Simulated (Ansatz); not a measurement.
## Kick test of a cell of LiF

The cell was found from a structure generator's guess, not taken from experiment.

All numbers below come from Ansatz, DFT PBE, scalar-relativistic, plane waves, PAW. Cutoff 420 eV; k points 10×10×4 on the computed 6-atom cell (Γ-centred); Gaussian smearing, width 0.02 eV; no spin polarisation.

The cell below (6 atoms, space group C222 (No. 21)) is relaxed within its symmetry.

```yaml
crystal:
  lattice:
    - [1.48047, -2.56797, 0.00000]
    - [1.48047, 2.56797, 0.00000]
    - [0.00000, 0.00000, 7.36305]
  atoms:
    - { symbol: Li, position: [0.00000, 0.50000, 0.33337] }
    - { symbol: Li, position: [0.50000, 0.00000, 0.66663] }
    - { symbol: Li, position: [0.50000, 0.50000, 0.00000] }
    - { symbol: F, position: [0.50000, 0.00000, 0.16665] }
    - { symbol: F, position: [0.00000, 0.50000, 0.83335] }
    - { symbol: F, position: [0.00000, 0.00000, 0.50000] }
```

For the test a repeat of it with 12 atoms (edges 2.96, 2.96, 14.73 Å) was strained at random (σ = 1.5 % a component), the atoms were moved at random (σ = 0.15 Å), and all was relaxed again on a coarse 6×6×1 mesh (in the run’s order of axes) with 0.10 eV smearing, with no symmetry imposed.

Task: Does it come back?

Result: It doesn't return. The energy falls by 58 meV/atom on that mesh, the volume changes by -9.8 %, and the end has space group Fm-3m (No. 225) at a loose tolerance. Relaxed again on a 10×10×10 mesh with 0.02 eV smearing, the new structure lies 58 meV/atom below the first (mesh in the axes of the run's cell; the cell below is made exact in the group named). Space group Fm-3m (No. 225), cubic, a = 4.069 Å. Li is surrounded by 6 F at 2.03 Å; F has 6 Li at 2.03 Å.

```cif
data_structure
_symmetry_space_group_name_H-M 'Fm-3m'
_symmetry_Int_Tables_number 225
_cell_length_a 4.0686
_cell_length_b 4.0686
_cell_length_c 4.0686
_cell_angle_alpha 90.000
_cell_angle_beta 90.000
_cell_angle_gamma 90.000
_cell_volume 67.35
loop_
_atom_site_label
_atom_site_type_symbol
_atom_site_symmetry_multiplicity
_atom_site_Wyckoff_symbol
_atom_site_fract_x
_atom_site_fract_y
_atom_site_fract_z
_atom_site_occupancy
Li1 Li 4 b 0.50000 0.00000 0.00000 1
F1 F 4 a 0.00000 0.00000 0.00000 1
```
